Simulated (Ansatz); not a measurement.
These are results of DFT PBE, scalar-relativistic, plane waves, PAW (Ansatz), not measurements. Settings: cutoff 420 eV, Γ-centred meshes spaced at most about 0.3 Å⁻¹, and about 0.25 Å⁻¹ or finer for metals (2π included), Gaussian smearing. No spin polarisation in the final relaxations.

These are static total energies at zero pressure.

Compare these two cells of Sn₅Ge, each relaxed at this level.

A.

```cif
data_structure
_symmetry_space_group_name_H-M 'P-3m1'
_symmetry_Int_Tables_number 164
_cell_length_a 3.4154
_cell_length_b 3.4154
_cell_length_c 15.8939
_cell_angle_alpha 90.000
_cell_angle_beta 90.000
_cell_angle_gamma 120.000
_cell_volume 160.56
loop_
_atom_site_label
_atom_site_type_symbol
_atom_site_symmetry_multiplicity
_atom_site_Wyckoff_symbol
_atom_site_fract_x
_atom_site_fract_y
_atom_site_fract_z
_atom_site_occupancy
Sn1 Sn 2 d 0.66667 0.33333 0.64920 1
Sn2 Sn 2 d 0.66667 0.33333 0.16957 1
Sn3 Sn 1 a 0.00000 0.00000 0.00000 1
Ge1 Ge 1 b 0.00000 0.00000 0.50000 1
```

B.

```cif
data_structure
_symmetry_space_group_name_H-M 'P4/mmm'
_symmetry_Int_Tables_number 123
_cell_length_a 3.4676
_cell_length_b 3.4676
_cell_length_c 13.1886
_cell_angle_alpha 90.000
_cell_angle_beta 90.000
_cell_angle_gamma 90.000
_cell_volume 158.58
loop_
_atom_site_label
_atom_site_type_symbol
_atom_site_symmetry_multiplicity
_atom_site_Wyckoff_symbol
_atom_site_fract_x
_atom_site_fract_y
_atom_site_fract_z
_atom_site_occupancy
Sn1 Sn 1 a 0.00000 0.00000 0.00000 1
Sn2 Sn 2 h 0.50000 0.50000 0.17600 1
Sn3 Sn 2 g 0.00000 0.00000 0.35575 1
Ge1 Ge 1 d 0.50000 0.50000 0.50000 1
```

**Question.** Which is lower in energy, and by how much?

**Answer.** B is lower, by 18 meV/atom. A has Sn and Ge ordered on fcc sites, space group P-3m1 (No. 164), 26.8 Å³/atom and no gap on its mesh; B has Sn and Ge ordered on fcc sites, space group P4/mmm (No. 123), 26.4 Å³/atom and no gap. Counting Sn atoms around Ge (those within 1.25 times the shortest such distance or 1.15 times the sum of covalent radii; the shortest distance is added where it is long for a bond), A has Ge 6 from 3.1 Å and B has Ge 8 from 3.1 Å. Even the lower one lies +0.10 eV/atom against the reference forms of the elements (uncorrected), so neither is stable at this level. Both come from invented guesses.

Cells relaxed within their symmetry can be saddle points.
